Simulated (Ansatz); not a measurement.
# Ge (Fd-3m) in Ansatz: further runs

The runs below take Ge through single point, with PBE.

Everything below comes from runs of Ansatz 0.2.0. Logs are shortened: lines on timing, memory, paths and dates and some standing lists are left out, and cuts for length are marked.

**What was measured.**

From “Electronic and optical properties of SixGe1-x-ySny alloys lattice-matched to Ge”, 2021, arxiv:2109.02782, for a bulk crystal of Ge: band gap 0.807 eV (direct) at 300 K; band gap 0.666 eV (indirect) at 293 K.

The results are compared with them further down.

### 1 The crystal as given

Symmetry: Fd-3m, No. 227, cubic system. The conventional cell has a = 5.658 Å, b = 5.658 Å, c = 5.658 Å, α = 90.00°, β = 90.00°, γ = 90.00°. Ge (site symmetry -43m) is surrounded by 4 Ge at 2.45 Å.

### 2 Single point, PBE

input.yaml

```yaml
crystal:
  lattice:
    - [0.0, 2.82891, 2.82891]
    - [2.82891, 0.0, 2.82891]
    - [2.82891, 2.82891, 0.0]
  atoms:
    - { symbol: Ge, position: [0.75, 0.75, 0.75] }
    - { symbol: Ge, position: [0.5, 0.5, 0.5] }
hamiltonian:
  xc: pbe
  pseudopotentials: { kind: paw }
kpoints:
  mp_grid: { grid: [8, 8, 8] }
scf:
  occupations: { method: gaussian, width: 0.02 }
output:
  forces: true
  stress: true
  eigenvalues: true
```

Potentials or basis: Ansatz PAW.

Command:

```sh
> ansatz run input.yaml --threads 2 --pin off --max-ram 5632MiB --backend cpu --events-out ev --progress --plain --runs-dir out
```

Log:

```text
Warning: RAYON_NUM_THREADS=2 ignored (pool sized by the plan → 2); use --threads N
Engine: ansatz 0.2.0, x86_64-unknown-linux-gnu
Pseudopotentials: kind: paw
Pseudopotential: Ge, paw, valence charge 14, recommended cutoff 420 eV (normal), Ge.paw.azcp
Functional definition: PBE
  parameter kappa = 0.804
  parameter beta = 0.06672455060314922
  exchange = pbe_x(kappa = kappa, mu = beta*pi^2/3)
  correlation = pbe_c(beta = beta)
Crystal: 2 atoms, lattice volume = 45.278 Å³
Basis set: ecut = 420 eV, 893 PW (Γ), exchange–correlation on 54×54×54 points (8 copies of the dense FFT grid, shifted against one another)
Bands: 18, of which v1, the nominal top of the filled ones, is band 14 counted from 1 (13 counted from 0)
Symmetry: 48 space group operations
Space group: Fd-3m (ITA 227), of the structure as read, at distance tolerance 3.6e-5 Å
k-points: 29 of 512
Non-local potential: Ge, projectors of the file, l = 0: 2, l = 1: 2, l = 2: 3, l = 3: 1
PAW form: soft (Blöchl's): semilocal exchange-correlation on the pseudo side does not see the compensation charge
PAW one-centre angular grid: Ge, 590 points (default); XC on 64 Gauss nodes
Initial density: superposition of atomic densities (neutral atoms: chi_scale 0, normalization atom), corrected by the library's trained network
Initial wavefunctions: pseudopotential atomic-orbital guess
Functional: x = pbe(κ = 0.804, μ = 0.2195149727645171), c = pbe(β = 0.06672455060314922)
SCF iter   1: F=—  HF=-8589.930021 eV  |F-HF|=—  |Δ(HF+E_count)|=         —  Δρ=1.26e-3  dr2=7.08e-4  ethr=1.77e-3  ⟨swp⟩=6.0  Hψ=2439  notcnv=0
preconditioner: auto → none  [insulator: Δε(μ)=0.032 eV  Ē_g=23.456 eV  σ=0.020 eV  W_gap=0.72  n_scr=14 (ndim 8)  ℏωp=29.2 eV  f_vac=0.074  D(μ)=0.19/eV (n_scr^D=0)  ε∞_Penn≈2.5]
SCF iter   2: F=—  HF=-8589.929738 eV  |F-HF|=—  |Δ(HF+E_count)|=   2.84e-4  Δρ=7.49e-4  dr2=1.50e-4  ethr=2.53e-6  ⟨swp⟩=2.0  Hψ=1227  notcnv=0
SCF iter   3: F=—  HF=-8589.929725 eV  |F-HF|=—  |Δ(HF+E_count)|=   1.32e-5  Δρ=2.77e-4  dr2=2.26e-5  ethr=5.34e-7  ⟨swp⟩=2.0  Hψ=928  notcnv=0
SCF iter   4: F=—  HF=-8589.929767 eV  |F-HF|=—  |Δ(HF+E_count)|=   4.19e-5  Δρ=9.90e-5  dr2=4.04e-6  ethr=8.05e-8  ⟨swp⟩=2.0  Hψ=639  notcnv=0
SCF iter   5: F=—  HF=-8589.929772 eV  |F-HF|=—  |Δ(HF+E_count)|=   5.93e-6  Δρ=2.62e-5  dr2=2.25e-7  ethr=1.44e-8  ⟨swp⟩=3.0  Hψ=929  notcnv=0
SCF iter   6: F=-8589.929772 eV  HF=-8589.929772 eV  |F-HF|=1.59e-8  |Δ(HF+E_count)|=   6.10e-9  Δρ=6.35e-6  dr2=9.21e-9  ethr=3.57e-10  ⟨swp⟩=5.0  Hψ=2354  notcnv=0
SCF 1 converged in 6 iterations: F = -8589.929772 eV  dr2 = 9.21e-9
SCF converged after 6 iterations
Free energy (F): -8589.929772 eV
Harris-Foulkes:  -8589.929772 eV  (|F-HF|=1.59e-8)
Internal energy: -8589.929730 eV  (E = F + TS)
E sigma→0 (E₀):  -8589.929751 eV
Entropy (-TS):   -0.000042 eV (-0.021 meV/atom)
Fermi energy:    8.598304 eV
--- Per-component energies (eV) ---
  E_band       = -298.293427
  E_kinetic    = 223.239775
  E_local      = -4941.036632  (includes V_loc(G=0)·N_el)
  E_nonlocal   = 837.278784
  E_hartree    = 2168.915426
  E_xc         = -151.287958
  E_vxc        = -129.424804  (∫ρ·V_xc dr)
  E_paw        = -4039.905135  (= ΣΔE_a)
  E_vpaw       = -626.176544  (= ΣTr[D̂ρ^β])
  E_aug_tail   = 0.000717  (compensation charges beyond the density's cutoff)
  E_ewald      = -2687.134708
  E_smearing   = -0.000042  (= −TS)
  E_closure    = -0.000000  (closes the sum)
  Σ components = -8589.929772   (vs F -8589.929772, Δ=0.00e0)
--- Forces (eV/Å), atoms counted from 1 ---
  atom   1  Ge    -0.00000000    -0.00000000     0.00000000
  atom   2  Ge    -0.00000000     0.00000000     0.00000000
  max |Σ_I F_I| component: 3.70e-17 eV/Å
--- Stress (GPa, compression-positive) ---
        3.579975      -0.000000       0.000000
       -0.000000       3.579975      -0.000000
       -0.000000       0.000000       3.579975
  P = ⅓ Tr σ = 3.5800 GPa (35.800 kbar)
--- Band table (eV; the first three rows and the last of 29) ---
  k-point 0: bands = ["-16.2237", "-16.2237", "-16.2237", "-16.1881", "-16.1881", "-15.9765", "-15.9765", "-15.9765", "-15.9635", "-15.9635", "-4.1952", "8.5785", "8.5785", "8.5785", "8.6082", "11.1270", "11.1270", "11.1270"]
  k-point 1: bands = ["-16.2319", "-16.2319", "-16.2212", "-16.1767", "-16.1767", "-15.9887", "-15.9887", "-15.9794", "-15.9531", "-15.9531", "-4.0049", "6.2234", "8.2433", "8.2433", "9.6157", "11.5753", "11.5753", "12.0647"]
  k-point 2: bands = ["-16.2420", "-16.2420", "-16.2150", "-16.1594", "-16.1594", "-16.0025", "-16.0025", "-15.9866", "-15.9428", "-15.9428", "-3.4527", "3.8617", "7.6957", "7.6957", "9.2481", "12.2066", "12.2066", "14.2111"]
  k-point 28: bands = ["-16.2715", "-16.2715", "-16.1297", "-16.1297", "-16.0809", "-16.0809", "-16.0486", "-16.0486", "-15.9097", "-15.9097", "-0.2102", "-0.2102", "4.6755", "4.6755", "12.8992", "12.8992", "13.2926", "13.2926"]
```

Wall time 2 s (2 threads of Intel Xeon at 2.50GHz (Skylake/Cascade Lake), shared host); peak memory 0.33 GiB.

What came out:

```
Free energy            : -8589.9298 eV
Pressure               : 3.6 GPa
Band gap on the k mesh : 0.03 eV, direct
```

Levels at points of the mesh, in eV from the valence-band top:
```csv
k point,band 12,band 13,band 14,band 15,band 16,band 17
"(0.00, 0.00, 0.00)",0.00,0.00,0.00,0.03,2.55,2.55
"(0.00, 0.00, -0.50)",-7.60,-1.41,-1.41,0.18,3.74,3.74
"(0.00, -0.50, -0.50)",-8.89,-3.07,-3.07,0.75,0.75,9.51
```

### 3 Single point, PBE

Edit input.yaml of step 2 so:

```diff
@@ -14,3 +14,3 @@
 scf:
-  occupations: { method: gaussian, width: 0.02 }
+  occupations: { method: gaussian, width: 0.021 }
 output:
```

Potentials or basis: Ansatz PAW.

Command:

```sh
> ansatz run input.yaml --threads 2 --pin off --max-ram 5632MiB --backend cpu --events-out ev --progress --plain --runs-dir out
```

It took 3.2 s on 2 threads of Intel Xeon at 2.50GHz (Skylake/Cascade Lake), shared host; peak memory 0.32 GiB.

The run converged. Its results:

* Free energy: -8589.9298 eV
* Pressure: 3.6 GPa
* Band gap on the k mesh: 0.03 eV, direct

Levels at points of the mesh, in eV from the valence-band top:
| k point | band 11 | band 12 | band 13 | band 14 | band 15 | band 16 | band 17 | band 18 |
| --- | --- | --- | --- | --- | --- | --- | --- | --- |
| (0.00, 0.00, 0.00) | -12.77 | 0.00 | 0.00 | 0.00 | 0.03 | 2.55 | 2.55 | 2.55 |
| (0.00, 0.00, -0.50) | -10.68 | -7.60 | -1.41 | -1.41 | 0.18 | 3.74 | 3.74 | 7.13 |
| (0.00, -0.50, -0.50) | -8.89 | -8.89 | -3.07 | -3.07 | 0.75 | 0.75 | 9.51 | 9.51 |

### 4 Comparison with measurements

Step 2. Measured gap of Ge: 0.807 eV (direct; 300 K; “Electronic and optical properties of SixGe1-x-ySny alloys lattice-matched to Ge”, 2021, arxiv:2109.02782). This calculation gives 0.03 eV (-0.78 eV). 3 values of this kind are on record (0.666 to 0.807 eV); this one was drawn at random among those near their median. Spin-orbit coupling on Ge is left out. The value is that of PBE on a finite k mesh, which can miss the band edges, without temperature or zero-point motion. Semilocal functionals fall short of measured gaps as a rule.

Step 3. A measured gap of Ge is 0.666 eV (indirect; 293 K; “Electronic and optical properties of SixGe1-x-ySny alloys lattice-matched to Ge”, 2021, arxiv:2109.02782); the calculated 0.03 eV misses it by -0.64 eV. 3 values of this kind are on record (0.666 to 0.807 eV); this one was drawn at random among those near their median. Spin-orbit coupling on Ge is left out. The value is that of PBE on a finite k mesh, which can miss the band edges, without temperature or zero-point motion. Semilocal functionals fall short of measured gaps as a rule.
